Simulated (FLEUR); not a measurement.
# As (Pm-3m) in FLEUR: a series of runs, part 2 of 2

FLEUR MaX-R8.1 (later development tree). Earlier steps stand in the parts before.

## (5) Equation of state, r2SCAN, 19.76 Å³/atom

inp.xml

```xml
<?xml version="1.0" encoding="UTF-8" standalone="no"?>
<fleurInput fleurInputVersion="0.39">
   <comment>
      As                                                                                                  
   </comment>
   <calculationSetup>
      <cutoffs Kmax="4.22" Gmax="13.1" GmaxXC="13.1" numbands="0"/>
      <scfLoop itmax="80" minDistance="0.0001" maxIterBroyd="30" imix="Anderson" alpha="0.05" precondParam="0.0" spinf="2.0" sdNocoIR="T"/>
      <coreElectrons ctail="F" frcor="F" kcrel="0" coretail_lmax="0"/>
      <xcFunctional name="LibXC" relativisticCorrections="F">
         <LibXCName exchange="mgga_x_r2scan" correlation="mgga_c_r2scan"/>
         <AuxGGA exchange="117" correlation="130"/>
      </xcFunctional>
      <magnetism jspins="1"/>
      <soc l_soc="F" theta="0.0" phi="0.0" spav="F"/>
      <expertModes spex="0" secvar="F"/>
      <geometryOptimization l_f="F" forcealpha="1.0" forcemix="BFGS" epsdisp="0.00001" epsforce="0.00001"/>
      <ldaU l_linMix="F" mixParam="0.05" spinf="1.0"/>
   </calculationSetup>
   <cell>
      <bzIntegration valenceElectrons="21.0" mode="hist" fermiSmearingEnergy="0.00183747">
         <kPointListSelection listName="default-1"/>
         <!-- k-points included here -->
         <xi:include xmlns:xi="http://www.w3.org/2001/XInclude" href="kpts.xml"> </xi:include>
      </bzIntegration>
      <!-- symmetry operations included here -->
      <xi:include xmlns:xi="http://www.w3.org/2001/XInclude" href="sym.xml"> </xi:include>
      <bulkLattice scale="1.0000000000">
         <bravaisMatrix>
            <row-1>    5.1092180249967791     0.0000000000000000     0.0000000000000000</row-1>
            <row-2>    0.0000000000000000     5.1092180249967791     0.0000000000000000</row-2>
            <row-3>    0.0000000000000000     0.0000000000000000     5.1092180249967791</row-3>
         </bravaisMatrix>
      </bulkLattice>
   </cell>
   <atomSpecies>
      <species name="Arsenic (As)" element="As" atomicNumber="33">
         <mtSphere radius="2.32" gridPoints="783" logIncrement="0.016"/>
         <atomicCutoffs lmax="9" lnonsphr="9"/>
         <electronConfig flipSpins="F">
            <coreConfig>(1s1/2) (2s1/2) (2p1/2) (2p3/2) (3s1/2)</coreConfig>
            <valenceConfig>(3p1/2) (3p3/2) (4s1/2) (3d3/2) (3d5/2) (4p1/2) (4p3/2)</valenceConfig>
            <stateOccupation state="(4p1/2)" spinUp="0.500000" spinDown="0.500000"/>
            <stateOccupation state="(4p3/2)" spinUp="1.000000" spinDown="1.000000"/>
         </electronConfig>
         <energyParameters s="4" p="4" d="3" f="4"/>
         <lo type="SCLO" l="1" n="3" eDeriv="0"/>
         <lo type="SCLO" l="1" n="3" eDeriv="1"/>
         <lo type="HELO" l="2" n="4" eDeriv="0"/>
         <lo type="HELO" l="2" n="4" eDeriv="1"/>
         <lo type="SCLO" l="0" n="4" eDeriv="2"/>
         <lo type="SCLO" l="3" n="4" eDeriv="2"/>
      </species>
   </atomSpecies>
   <atomGroups>
      <atomGroup species="Arsenic (As)">
         <relPos label="                   1">1.000/2.000 1.000/2.000 1.000/2.000</relPos>
         <force calculate="T" relaxXYZ="TTT"/>
      </atomGroup>
   </atomGroups>
   <output dos="F" band="F" slice="F">
      <checks vchk="F" cdinf="F"/>
      <bandDOS minEnergy="-.5*Htr" maxEnergy="0.5*Htr" sigma="0.015" storeEVData="T"/>
      <vacuumDOS vacdos="F" integ="F" star="F" nstars="0" locx1="0.0" locy1="0.0" locx2="0.0" locy2="0.0" nstm="0" tworkf="0.0"/>
      <unfoldingBand unfoldBand="F" supercellX="1" supercellY="1" supercellZ="1"/>
      <plotting iplot="0" polar="F">
         <plot TwoD="T" vec1="  1.0  0.0  0.0" vec2="  0.0  1.0  0.0" vec3="  0.0  0.0  1.0" zero="  0.0  0.0  0.0" file="plot"/>
      </plotting>
      <chargeDensitySlicing numkpt="0" minEigenval="0.0" maxEigenval="0.0" nnne="0" pallst="F"/>
      <specialOutput eonly="F"/>
      <moessbauerParams electricFieldGradient="T" isomerShift="T" coreHyperfine="T" valenceHyperfine="T"/>
      <magneticCircularDichroism mcd="F" energyLo="-10.0" energyUp="0.0"/>
   </output>
  <!-- We include the file relax.xml here to enable relaxations (see documentation) -->
  <xi:include xmlns:xi="http://www.w3.org/2001/XInclude" href="relax.xml"> <xi:fallback/> </xi:include>
</fleurInput>
```

On the command line:

```bash
> inpgen -f crystal.txt -profile fastHighL
> # inp.xml edited to the form shown
> fleur_MPI
```

Run time: 14 s. Hardware: 1 thread of Arm Neoverse V1, shared host; peak memory 0.09 GiB.

Results (log left out):

```
Free energy                                           : -61532.4274 eV
Band gap on the k mesh                                : none (metal or under the smearing width)
Valence electrons inside the program's atomic spheres : As 19.18 (radii As 2.32 bohr)
```

Caveat: the meta-GGA is that of a development version, with a GGA for the radial functions and cores and without core tails.

## (6) Equation of state, r2SCAN, 20.55 Å³/atom (volume scaled by 1.04)

Edit inp.xml of step 5 so:

```diff
@@ -27,3 +27,3 @@
       <xi:include xmlns:xi="http://www.w3.org/2001/XInclude" href="sym.xml"> </xi:include>
-      <bulkLattice scale="1.0000000000">
+      <bulkLattice scale="1.0131594038">
          <bravaisMatrix>
```

Potentials or basis: all-electron, FLAPW.

On the command line:

```bash
> inpgen -f crystal.txt -profile fastHighL
> # inp.xml edited to the form shown
> fleur_MPI
```

It took 15 s on 1 thread of Arm Neoverse V1, shared host; peak memory 0.09 GiB.

It converged, with:

```yaml
Free_energy: -61532.4183 eV
Band_gap_on_the_k_mesh: none (metal or under the smearing width)
Valence_electrons_inside_the_program's_atomic_spheres: As 19.14 (radii As 2.32 bohr)
```

Caveat: the meta-GGA is that of a development version, with a GGA for the radial functions and cores and without core tails.

## (7) Equation of state, r2SCAN, 20.95 Å³/atom (volume scaled by 1.06)

Edit inp.xml of step 6 so:

```diff
@@ -27,3 +27,3 @@
       <xi:include xmlns:xi="http://www.w3.org/2001/XInclude" href="sym.xml"> </xi:include>
-      <bulkLattice scale="1.0131594038">
+      <bulkLattice scale="1.0196128224">
          <bravaisMatrix>
```

On the command line:

```bash
> inpgen -f crystal.txt -profile fastHighL
> # inp.xml edited to the form shown
> fleur_MPI
```

It took 15 s on 1 thread of Arm Neoverse V1, shared host; peak memory 0.09 GiB.

It converged, with:

| Quantity | Value |
| --- | --- |
| Free energy | -61532.4084 eV |
| Band gap on the k mesh | none (metal or under the smearing width) |
| Valence electrons inside the program's atomic spheres | As 19.12 (radii As 2.32 bohr) |

Caveat: the meta-GGA is that of a development version, with a GGA for the radial functions and cores and without core tails.

## (8) Equation of state, r2SCAN

No new run: the results of the series are fitted here.

Results:

```
Equilibrium volume : 19.72 Å³/atom
Bulk modulus       : 90 GPa
```

Energy against volume, from the lowest point:
| volume (Å³/atom) | energy (meV/atom) |
| --- | --- |
| 18.578 | 20.85 |
| 18.973 | 8.50 |
| 19.764 | 0.00 |
| 20.554 | 9.06 |
| 20.949 | 18.98 |

Caveat: the meta-GGA is that of a development version, with a GGA for the radial functions and cores and without core tails.
